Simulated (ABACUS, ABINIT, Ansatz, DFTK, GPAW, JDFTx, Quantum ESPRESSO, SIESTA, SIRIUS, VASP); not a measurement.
**CsPbCl3: 10 runs at one level of theory**

```xyz
5
Lattice="5.6050 0.0000 0.0000 0.0000 5.6050 0.0000 0.0000 0.0000 5.6050" Properties=species:S:1:pos:R:3 pbc="T T T"
Pb    2.8025    2.8025    2.8025
Cs    0.0000    0.0000    0.0000
Cl    2.8025    0.0000    2.8025
Cl    0.0000    2.8025    2.8025
Cl    2.8025    2.8025    0.0000
```

Alike in all runs: task single point; functional PBEsol; k mesh 5 × 5 × 5; occupations fermi-dirac, width 0.05 eV; no spin polarisation; no spin-orbit coupling. Pressure is positive in compression and, in plane waves, holds the error of the finite cutoff.

```json
{"program and potentials": "ABACUS, PseudoDojo NC SR 0.4.1 PBEsol standard, plane waves", "plane-wave cutoff (eV)": "857", "notes": "-", "pressure (GPa)": "0.17"}
{"program and potentials": "JDFTx, PseudoDojo-SR-PBEsol-0.4.1-standard with smoothed tails", "plane-wave cutoff (eV)": "789", "notes": "-", "pressure (GPa)": "0.15"}
{"program and potentials": "Quantum ESPRESSO, GBRV 1.5 PBEsol", "plane-wave cutoff (eV)": "612", "notes": "-", "pressure (GPa)": "0.05"}
{"program and potentials": "GPAW, PAW data sets generated for this functional", "plane-wave cutoff (eV)": "600", "notes": "-", "pressure (GPa)": "0.02"}
{"program and potentials": "Ansatz, all-electron LAPW, scalar-relativistic", "plane-wave cutoff (eV)": "-", "notes": "-", "pressure (GPa)": "0.15"}
{"program and potentials": "ABINIT, PseudoDojo NC SR PBEsol v0.4.1 standard", "plane-wave cutoff (eV)": "789", "notes": "-", "pressure (GPa)": "0.15"}
{"program and potentials": "VASP, PBE PAW files Cl, Cs_sv, Pb_d, 520 eV", "plane-wave cutoff (eV)": "520", "notes": "potentials made for PBE", "pressure (GPa)": "0.11"}
{"program and potentials": "SIESTA, files PseudoDojo sr-pbesol-0.4.1-standard, DZP (energy shift 0.003 Ry; two zetas on semicore shells; d shell added on Cs)", "plane-wave cutoff (eV)": "-", "notes": "atomic basis", "pressure (GPa)": "0.50"}
{"program and potentials": "DFTK, PseudoDojo SR PBEsol 0.4.1 standard (PBEsol)", "plane-wave cutoff (eV)": "925", "notes": "-", "pressure (GPa)": "0.17"}
{"program and potentials": "SIRIUS, PseudoDojo 0.4.1 PBEsol standard (scalar relativistic)", "plane-wave cutoff (eV)": "807", "notes": "-", "pressure (GPa)": "0.16"}
```

The pressure spans 0.02 (GPAW, PAW data sets generated for this functional) to 0.50 GPa (SIESTA, files PseudoDojo sr-pbesol-0.4.1-standard, DZP (energy shift 0.003 Ry; two zetas on semicore shells; d shell added on Cs)), with all-electron results at 0.15. Rows in atomic bases carry the error of their basis and grid, which can be large.

The functional is the same throughout but for its coding, so the spread measures potentials, basis and numerics; runs on potential files found faulty are left out.
